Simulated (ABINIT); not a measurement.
# CdO (Monteponite) (Fm-3m) in ABINIT: single point with PBEsol

Aim: the single point of CdO (Monteponite) with PBEsol.

Everything below comes from runs of ABINIT 10.8.3 (patched build). Logs are shortened: lines on timing, memory, paths and dates and some standing lists are left out, and cuts for length are marked. The log counts tension as positive stress, the text compression.

## 1. The crystal as given

It takes space group Fm-3m (No. 225, cubic). Conventional cell: a = 4.699 Å, b = 4.699 Å, c = 4.699 Å, α = 90.00°, β = 90.00°, γ = 90.00°. Around Cd (site symmetry m-3m) lie 6 O at 2.35 Å. O (site symmetry m-3m) has 6 Cd at 2.35 Å as nearest neighbours.

## 2. Single point, PBEsol

File run.abi:

```
# Pseudopotentials
pp_dirpath "./"
pseudos "Cd.GGA_PBE-JTH.xml, O.GGA_PBE-JTH.xml"

# Structure
acell 3.3226947648 3.3226947648 3.3226947648 Angstrom
rprim
     0.0000000000     0.7071067812     0.7071067812
     0.7071067812     0.0000000000     0.7071067812
     0.7071067812     0.7071067812     0.0000000000
ntypat 2
znucl 48 8
natom 2
typat 1 2
xred
     0.0000000000     0.0000000000     0.0000000000
     0.5000000000     0.5000000000     0.5000000000

# Plane-wave basis
ecut 19.0
pawecutdg 38.0

# k points
kptopt 1
ngkpt 8 8 8
nshiftk 1
shiftk 0.0 0.0 0.0

# Exchange and correlation
ixc -116133

# Bands and occupations
nband 13
occopt 3
tsmear 0.05 eV

# SCF cycle
nstep 100
tolvrs 1.0e-9

# Output
iomode 3
prtwf 0
prtden 0
prteig 0
prtebands 0
enunit 2
```

Potentials or basis: JTH PAW PBE v2.0.

Command:

```console
> abinit run.abi > log 2>&1
```

run.abo:

```text
.Version 10.8.3 of ABINIT
 Symmetries : space group Fm -3 m (#225); Bravais cF (face-center cubic)
================================================================================
 Values of the parameters that define the memory need of the present run
     intxc =       0    ionmov =       0      iscf =      17    lmnmax =      18
     lnmax =       6     mgfft =      27  mpssoang =       3    mqgrid =    3001
     natom =       2  nloc_mem =       2    nspden =       1   nspinor =       1
    nsppol =       1      nsym =      48    n1xccc =       1    ntypat =       2
    occopt =       3   xclevel =       2
       mpw =         702          nfft =       19683          nkpt =          29
 PAW method is used; the additional fine FFT grid is defined by:
   mgfftf=        36    nfftf =     46656
================================================================================
================================================================================

--------------------------------------------------------------------------------
------------- Echo of variables that govern the present computation ------------
--------------------------------------------------------------------------------
 -outvars: echo values of preprocessed input variables --------
            acell      6.2789831055E+00  6.2789831055E+00  6.2789831055E+00 Bohr
              amu      1.12411000E+02  1.59994000E+01
             ecut      1.90000000E+01 Hartree
           enunit           2
              ixc     -116133
         kptrlatt        8    0    0      0    8    0      0    0    8
          kptrlen      5.02318648E+01
            natom           2
            nband          13
            ngfft          27      27      27
          ngfftdg          36      36      36
             nkpt          29
            nstep         100
             nsym          48
           ntypat           2
           occopt           3
        pawecutdg      3.80000000E+01 Hartree
         pawxcdev           0
           prtden           0
        prtebands           0
           prteig           0
            prtwf           0
            rprim      0.0000000000E+00  7.0710678120E-01  7.0710678120E-01
                       7.0710678120E-01  0.0000000000E+00  7.0710678120E-01
                       7.0710678120E-01  7.0710678120E-01  0.0000000000E+00
          spgroup         225
           tolvrs      1.00000000E-09
           tsmear      1.83746611E-03 Hartree
            typat      1  2
           useylm           1
           xangst      0.0000000000E+00  0.0000000000E+00  0.0000000000E+00
                       2.3495000000E+00  2.3495000000E+00  2.3495000000E+00
            xcart      0.0000000000E+00  0.0000000000E+00  0.0000000000E+00
                       4.4399115329E+00  4.4399115329E+00  4.4399115329E+00
             xred      0.0000000000E+00  0.0000000000E+00  0.0000000000E+00
                       5.0000000000E-01  5.0000000000E-01  5.0000000000E-01
            znucl       48.00000    8.00000

================================================================================

 chkinp: Checking input parameters for consistency.

================================================================================
== DATASET  1 ==================================================================

--- !DatasetInfo
iteration_state: {dtset: 1, }
dimensions: {natom: 2, nkpt: 29, mband: 13, nsppol: 1, nspinor: 1, nspden: 1, mpw: 702, }
cutoff_energies: {ecut:  19.0, pawecutdg:  38.0, }
electrons: {nelect:   1.80000000E+01, charge:   0.00000000E+00, occopt:   3.00000000E+00, tsmear:   1.83746611E-03, }
meta: {optdriver: 0, ionmov: 0, optcell: 0, iscf: 17, paral_kgb: 0, }
...

 Real(R)+Recip(G) space primitive vectors, cartesian coordinates (Bohr,Bohr^-1):
 R(1)=  0.0000000  4.4399115  4.4399115  G(1)= -0.1126149  0.1126149  0.1126149
 R(2)=  4.4399115  0.0000000  4.4399115  G(2)=  0.1126149 -0.1126149  0.1126149
 R(3)=  4.4399115  4.4399115  0.0000000  G(3)=  0.1126149  0.1126149 -0.1126149
 Unit cell volume ucvol=  1.7504630E+02 bohr^3
 Angles (23,13,12)=  6.00000000E+01  6.00000000E+01  6.00000000E+01 degrees

 Coarse grid specifications (used for wave-functions):

 getcut: wavevector=  0.0000  0.0000  0.0000  ngfft=  27  27  27
         ecut(hartree)=     19.000   => boxcut(ratio)=   2.11341

 Fine grid specifications (used for densities):

 getcut: wavevector=  0.0000  0.0000  0.0000  ngfft=  36  36  36
         ecut(hartree)=     38.000   => boxcut(ratio)=   2.06612

--- Pseudopotential description ------------------------------------------------
- pspini: atom type   1  psp file is ./Cd.GGA_PBE-JTH.xml
 Pseudopotential format is: paw10
 basis_size (lnmax)=  6 (lmn_size= 18), orbitals=   0   0   1   1   2   2
 Spheres core radius: rc_sph= 2.50233826
 Shapefunction is BESSEL type: shapef(r,l)=aa(1,l)*jl(q(1,l)*r)+aa(2,l)*jl(q(2,l)*r)
 Radius for shape functions =  2.31074885
 Compensation charge density is not taken into account in XC energy/potential

- pspini: atom type   2  psp file is ./O.GGA_PBE-JTH.xml
 Pseudopotential format is: paw10
 basis_size (lnmax)=  4 (lmn_size=  8), orbitals=   0   0   1   1
 Spheres core radius: rc_sph= 1.41465230
 Shapefunction is SIN type: shapef(r)=[sin(pi*r/rshp)/(pi*r/rshp)]**2
 Radius for shape functions =  1.20231231
 Compensation charge density is not taken into account in XC energy/potential

   5.47665074E+02                                ecore*ucvol(ha*bohr**3)
--------------------------------------------------------------------------------

================================================================================

--- !BeginCycle
iteration_state: {dtset: 1, }
solver: {iscf: 17, nstep: 100, nline: 4, wfoptalg: 10, }
tolerances: {tolvrs: 1.00E-09, }
...

     iter   Etot(hartree)      deltaE(h)  residm     nres2
 ETOT  1  -63.601250410620    -6.360E+01 3.725E-01 1.594E+01
 ETOT  2  -63.760131166707    -1.589E-01 1.722E-01 8.849E+03
 ETOT  3  -63.668675926059     9.146E-02 6.457E-02 1.081E+01
 ETOT  4  -63.653181892366     1.549E-02 1.502E-02 6.683E-01
 ETOT  5  -63.652901206581     2.807E-04 8.425E-03 6.859E-02
 ETOT  6  -63.652868116520     3.309E-05 3.065E-03 3.981E-02
 ETOT  7  -63.652851218232     1.690E-05 7.214E-03 3.783E-02
 ETOT  8  -63.652870327570    -1.911E-05 5.244E-03 3.962E-02
 ETOT  9  -63.652887682456    -1.735E-05 9.697E-03 4.056E-02
 ETOT 10  -63.652896538299    -8.856E-06 6.189E-03 4.123E-02
 ETOT 11  -63.652880040492     1.650E-05 1.156E-03 2.756E-04
 ETOT 12  -63.652888096266    -8.056E-06 5.358E-03 4.339E-06
 ETOT 13  -63.652888248467    -1.522E-07 1.013E-03 1.099E-06
 ETOT 14  -63.652888254165    -5.698E-09 1.081E-03 1.747E-07
 ETOT 15  -63.652888254451    -2.858E-10 4.537E-04 4.102E-09
 ETOT 16  -63.652888254525    -7.418E-11 6.755E-04 7.836E-10

 At SCF step   16       nres2   =  7.84E-10 < tolvrs=  1.00E-09 =>converged.

 Cartesian components of stress tensor (hartree/bohr^3)
  sigma(1 1)=  4.88077782E-05  sigma(3 2)=  0.00000000E+00
  sigma(2 2)=  4.88077782E-05  sigma(3 1)=  0.00000000E+00
  sigma(3 3)=  4.88077782E-05  sigma(2 1)=  0.00000000E+00

--- !ResultsGS
iteration_state: {dtset: 1, }
comment   : Summary of ground state results
lattice_vectors:
- [  0.0000000,   4.4399115,   4.4399115, ]
- [  4.4399115,   0.0000000,   4.4399115, ]
- [  4.4399115,   4.4399115,   0.0000000, ]
lattice_lengths: [   6.27898,    6.27898,    6.27898, ]
lattice_angles: [ 60.000,  60.000,  60.000, ] # degrees, (23, 13, 12)
lattice_volume:   1.7504630E+02
convergence: {deltae: -7.418E-11, res2:  7.836E-10, residm:  6.755E-04, diffor: null, }
etotal    :  -6.36528883E+01
entropy   :   0.00000000E+00
fermie    :   2.22042051E-01
cartesian_stress_tensor: # hartree/bohr^3
- [  4.88077782E-05,   0.00000000E+00,   0.00000000E+00, ]
- [  0.00000000E+00,   4.88077782E-05,   0.00000000E+00, ]
- [  0.00000000E+00,   0.00000000E+00,   4.88077782E-05, ]
pressure_GPa:  -1.4360E+00
xred      :
- [  0.0000E+00,   0.0000E+00,   0.0000E+00, Cd]
- [  5.0000E-01,   5.0000E-01,   5.0000E-01,  O]
cartesian_forces: # hartree/bohr
- [ -0.00000000E+00,  -0.00000000E+00,  -0.00000000E+00, ]
- [ -0.00000000E+00,  -0.00000000E+00,  -0.00000000E+00, ]
force_length_stats: {min:   0.00000000E+00, max:   0.00000000E+00, mean:   0.00000000E+00, }
...

 Integrated electronic density in atomic spheres:
 ------------------------------------------------
 Atom  Sphere_radius  Integrated_density
    1        2.50234         10.41945017
    2        1.41465          4.42733331

================================================================================

 ----iterations are completed or convergence reached----

 Mean square residual over all n,k,spin=   58.919E-07; max=  67.552E-05
 reduced coordinates (array xred) for    2 atoms
       0.000000000000      0.000000000000      0.000000000000
       0.500000000000      0.500000000000      0.500000000000
 rms dE/dt=  0.0000E+00; max dE/dt=  0.0000E+00; dE/dt below (all hartree)
    1       0.000000000000      0.000000000000      0.000000000000
    2       0.000000000000      0.000000000000      0.000000000000

 cartesian coordinates (angstrom) at end:
    1      0.00000000000000     0.00000000000000     0.00000000000000
    2      2.34950000004782     2.34950000004782     2.34950000004782

 cartesian forces (hartree/bohr) at end:
    1     -0.00000000000000    -0.00000000000000    -0.00000000000000
    2     -0.00000000000000    -0.00000000000000    -0.00000000000000
 frms,max,avg= 0.0000000E+00 0.0000000E+00   0.000E+00  0.000E+00  0.000E+00 h/b

 cartesian forces (eV/Angstrom) at end:
    1     -0.00000000000000    -0.00000000000000    -0.00000000000000
    2     -0.00000000000000    -0.00000000000000    -0.00000000000000
 frms,max,avg= 0.0000000E+00 0.0000000E+00   0.000E+00  0.000E+00  0.000E+00 e/A
 length scales=  6.278983105460  6.278983105460  6.278983105460 bohr
              =  3.322694764800  3.322694764800  3.322694764800 angstroms
 Fermi (or HOMO) energy (hartree) =   0.22204   Average Vxc (hartree)=  -0.41660
 Eigenvalues (hartree) for nkpt=  29  k points:
 kpt#   1, nband= 13, wtk=  0.00195, kpt=  0.0000  0.0000  0.0000 (reduced coord)
  -0.42062   -0.02809   -0.02809   -0.02809   -0.01689   -0.01689    0.16486    0.16486
   0.16486    0.19671    0.61461    0.74467    0.83709
      occupation numbers for kpt#   1
   2.00000    2.00000    2.00000    2.00000    2.00000    2.00000    2.00000    2.00000
   2.00000    2.00000    0.00000    0.00000    0.00000
 prteigrs : prtvol=0 or 1, do not print more k-points.

 Fermi (or HOMO) energy (eV) =   6.04207   Average Vxc (eV)= -11.33615
 Eigenvalues (   eV  ) for nkpt=  29  k points:
 kpt#   1, nband= 13, wtk=  0.00195, kpt=  0.0000  0.0000  0.0000 (reduced coord)
 -11.44562   -0.76447   -0.76447   -0.76447   -0.45964   -0.45964    4.48613    4.48613
   4.48613    5.35268   16.72444   20.26346   22.77833
 prteigrs : prtvol=0 or 1, do not print more k-points.

--- !EnergyTerms
iteration_state     : {dtset: 1, }
comment             : Components of total free energy in Hartree
kinetic             :  2.04500498855257E+01
hartree             :  1.08455116117785E+01
xc                  : -6.08340087428441E+00
Ewald energy        : -5.53049706890563E+01
psp_core            :  3.12868687540433E+00
local_psp           : -3.87359456720737E+01
PAW spherical_terms :  2.04722900111212E+00
internal            : -6.36528398615938E+01
'-kT*entropy'       : -3.39232714463656E-05
total_energy        : -6.36528737848652E+01
total_energy_eV     : -1.73208293422665E+03
...

--- !EnergyTermsDC
iteration_state     : {dtset: 1, }
comment             : '"Double-counting" decomposition of free energy'
band_energy         : -2.14966566512713E-01
Ewald energy        : -5.53049706890563E+01
psp_core            :  3.12868687540433E+00
xc_dc               : -9.24827653692153E+00
PAW spherical_terms : -2.01332741416719E+00
internal            : -6.36528543312534E+01
'-kT*entropy'       : -3.39232714463656E-05
total_energy_dc     : -6.36528882545249E+01
total_energy_dc_eV  : -1.73208332796614E+03
...

--- !EnergyTermsWithPAWCore
iteration_state     : {dtset: 1, }
comment             : 'Components of total free energy, including PAW core contributions'
Total energy        : -5.66711745382993E+03
Total energy DC     : -5.66711746829959E+03
Total energy (eV)   : -1.54210121937507E+05
Total energy DC (eV): -1.54210122331246E+05
...

 Cartesian components of stress tensor (hartree/bohr^3)
  sigma(1 1)=  4.88077782E-05  sigma(3 2)=  0.00000000E+00
  sigma(2 2)=  4.88077782E-05  sigma(3 1)=  0.00000000E+00
  sigma(3 3)=  4.88077782E-05  sigma(2 1)=  0.00000000E+00

-Cartesian components of stress tensor (GPa)         [Pressure= -1.4360E+00 GPa]
- sigma(1 1)=  1.43597441E+00  sigma(3 2)=  0.00000000E+00
- sigma(2 2)=  1.43597441E+00  sigma(3 1)=  0.00000000E+00
- sigma(3 3)=  1.43597441E+00  sigma(2 1)=  0.00000000E+00

== END DATASET(S) ==============================================================
================================================================================

 -outvars: echo values of variables after computation  --------
            acell      6.2789831055E+00  6.2789831055E+00  6.2789831055E+00 Bohr
           etotal     -6.3652888255E+01
            fcart     -0.0000000000E+00 -0.0000000000E+00 -0.0000000000E+00
                      -0.0000000000E+00 -0.0000000000E+00 -0.0000000000E+00
            rprim      0.0000000000E+00  7.0710678120E-01  7.0710678120E-01
                       7.0710678120E-01  0.0000000000E+00  7.0710678120E-01
                       7.0710678120E-01  7.0710678120E-01  0.0000000000E+00
           strten      4.8807778195E-05  4.8807778195E-05  4.8807778195E-05
                       0.0000000000E+00  0.0000000000E+00  0.0000000000E+00
           xangst      0.0000000000E+00  0.0000000000E+00  0.0000000000E+00
                       2.3495000000E+00  2.3495000000E+00  2.3495000000E+00
             xred      0.0000000000E+00  0.0000000000E+00  0.0000000000E+00
                       5.0000000000E-01  5.0000000000E-01  5.0000000000E-01
 Calculation completed.
```

It took 17 s on 1 thread of Arm Neoverse V2, shared host; peak memory 0.1 GiB.

What came out:

| Item | Value |
| --- | --- |
| Free energy | -1732.0833 eV |
| Band gap on the k mesh | none (metal or under the smearing width) |
| Valence electrons inside the program's atomic spheres | Cd 10.42; O 4.43 |

Caveat: the cutoff is too short for stress, so the log's stress isn't used; the PAW data sets were made with another functional, which shifts forces and pressure a little; this crystal is a semiconductor, whose small gap the functional closes, so the metal is an error of the method.
